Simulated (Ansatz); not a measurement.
W:

```
W
1.0
    -1.58234    1.58234    1.58234
     1.58234   -1.58234    1.58234
     1.58234    1.58234   -1.58234
W
1
Direct
  0.00000 0.00000 0.00000
```

Base run:

```yaml
Program: Ansatz 0.2.0
Functional: PBE
Potentials_or_basis: PseudoDojo stringent (PBE files)
Cutoff: 1007 eV
Density_cutoff: 4027 eV
k_mesh: 12 × 12 × 12
Occupations: fermi-dirac, width 0.05 eV
Spin: no spin polarisation
```

Its results: band gap on the k mesh none (metal or under the smearing width); pressure 6.0 GPa.

Task: The run is repeated on the same cell with these changes: functional from PBE to BPBE; potentials or basis from PseudoDojo stringent (PBE files) to Ansatz PAW; cutoff from 1007 eV to 420 eV (not typed: the program's choice for these potentials). What comes out?

Result: Band gap on the k mesh none (metal or under the smearing width); pressure 5.4 GPa.

Caveats: spin-orbit coupling is left out, which moves the levels of the heavy elements; the PAW data sets come from PBE, with cores solved anew for the run's functional, which leaves a small shift of forces and pressure (some runs).
